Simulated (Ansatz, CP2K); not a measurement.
**Other levels on generalised stacking fault on (110) of a LiCl-LiBr solid solution (56 atoms)**

The cell holds 56 atoms: 28 Li, 10 Br and 18 Cl. Its edges and angles: a = 7.448 Å, b = 5.266 Å, c = 26.333 Å, α = 90.0°, β = 85.9°, γ = 90.0°. Rock-salt LiCl lattice (a = 5.2663 Å, the value set for the mixture), cell with z along [110], 2 x 1 x 7 periods; the third cell vector is tilted by 0.500 of 1/2[1-10] and lengthened by 0.2 Å, so the cell holds one fault; displaced by a Gaussian of 0.01 Å; 10 of 28 Cl sites given to Br at random (lattice constant by Vegard's rule between LiCl and LiBr). Then every atom was moved at random, 0.05 Å r.m.s. a Cartesian component.

Geometry: as built.

The reference, a calculation:

* method: Kohn-Sham DFT, PBE, PAW, plane waves (Ansatz 0.2.0); cutoff 420 eV, Γ point, fermi-dirac smearing of 0.05 eV; PAW set soft_2
* r.m.s. force component: 0.5347 eV/Å
* longest force: 3.078 eV/Å
* pressure: 0.9379 GPa
* gap (highest filled to lowest empty level): 5.238 eV
* SCF cycles: 7
* time: 6.7 s on 4 threads of Arm Neoverse V1, shared host
* CPU time: 24 s

**Question.** The same geometry is run in other programs. How far does each lie from the reference, and what does it cost?
- CP2K PBE, DZVP-MOLOPT-SR, 560/50 Ry, diagonalisation (CP2K 2026.2; 2 threads)
- CP2K PBE, SZV-MOLOPT-SR, 800/50 Ry, diagonalisation (CP2K 2026.2; 1 thread)
- CP2K revPBE, PBE potentials, DZVP-MOLOPT-SR, 800/50 Ry, diagonalisation (CP2K 2026.2; 2 threads)
- CP2K PBE, DZVP-MOLOPT-SR, 800/50 Ry, diagonalisation (CP2K 2026.2; 2 threads)
- CP2K GFN1-xTB, diagonalisation (CP2K 2026.2; 1 thread)
- CP2K PBE+D3(BJ), DZVP-MOLOPT-SR, 800/50 Ry, diagonalisation (CP2K 2026.2; 2 threads)
- CP2K PBE, DZVP-MOLOPT-SR, 400/50 Ry, diagonalisation (CP2K 2026.2; 2 threads)

Differences are against the plane-wave reference, forces as r.m.s. over components; share is that over the reference's r.m.s. force, slope the least-squares factor from reference forces to these. Total energies of different programs have different zeros and aren't compared.

```csv
run,"Δ force, r.m.s. (meV/Å)",share (%),slope,Δ pressure (GPa),Δ gap (eV),cores,CPU time,memory (GiB)
reference,-,-,-,-,-,4,24 s,0.87
"CP2K PBE, DZVP-MOLOPT-SR, 560/50 Ry, diagonalisation (coarse)",31.4,5.87,1.050,0.210,-0.0736,2,9.7 min,2.2
"CP2K PBE, SZV-MOLOPT-SR, 800/50 Ry, diagonalisation (coarse)",111,20.8,1.180,3.32,-0.468,1,4.3 min,3.5
"CP2K revPBE, PBE potentials, DZVP-MOLOPT-SR, 800/50 Ry, diagonalisation",36.7,6.86,1.059,1.71,0.123,2,7.8 min,3.6
"CP2K PBE, DZVP-MOLOPT-SR, 800/50 Ry, diagonalisation",31.4,5.87,1.050,0.210,-0.0736,2,7.9 min,3.6
"CP2K GFN1-xTB, diagonalisation",303,56.7,1.492,-2.36,-,1,9 s,0.24
"CP2K PBE+D3(BJ), DZVP-MOLOPT-SR, 800/50 Ry, diagonalisation",31.7,5.92,1.050,-1.86,-0.0736,2,7.8 min,3.6
"CP2K PBE, DZVP-MOLOPT-SR, 400/50 Ry, diagonalisation (coarse)",31.6,5.91,1.050,0.216,-0.0734,2,7.6 min,1.4
```

Rows marked coarse were listed beforehand as settings not expected to be converged; some can still land near the reference.

CPU time is summed over cores on a shared host, where runs went side by side, so it is rough. Symmetry, cutoffs, thresholds, outputs and thread counts weren't matched or tuned between programs; memory under MPI is the largest rank's times the ranks.

The PBE run in local orbitals, coarse settings apart, differs by 5.9 % (CP2K PBE, DZVP-MOLOPT-SR, 800/50 Ry, diagonalisation); basis, grid and potentials can all enter. Tight binding differs by 57 % (CP2K GFN1-xTB, diagonalisation); it is another model, with fitted parameters of its own, and the xTB methods hold dispersion. Rows with another functional or a dispersion term differ by 5.9 % (CP2K PBE+D3(BJ), DZVP-MOLOPT-SR, 800/50 Ry, diagonalisation) to 6.9 % (CP2K revPBE, PBE potentials, DZVP-MOLOPT-SR, 800/50 Ry, diagonalisation), which mixes the change of model with differences of basis and potentials, some of them made for another functional. CP2K GFN1-xTB, diagonalisation needed 113 SCF steps, so its time overstates the method's usual cost. Periodic xTB results under one method name differ between programs and library versions. The electronic-structure runs sample only Γ, in a cell whose shortest periodic width is 5 Å.

[Logs are printed without paths, hosts, clocks, repeated set-up lines and the standing remarks that a program may print on its own settings, such as how far it seeks lower states.]

[Hosts, paths, dates, database ids (printed as entryN), source tags and the programs' standing remarks are cut or masked in the printed files.]
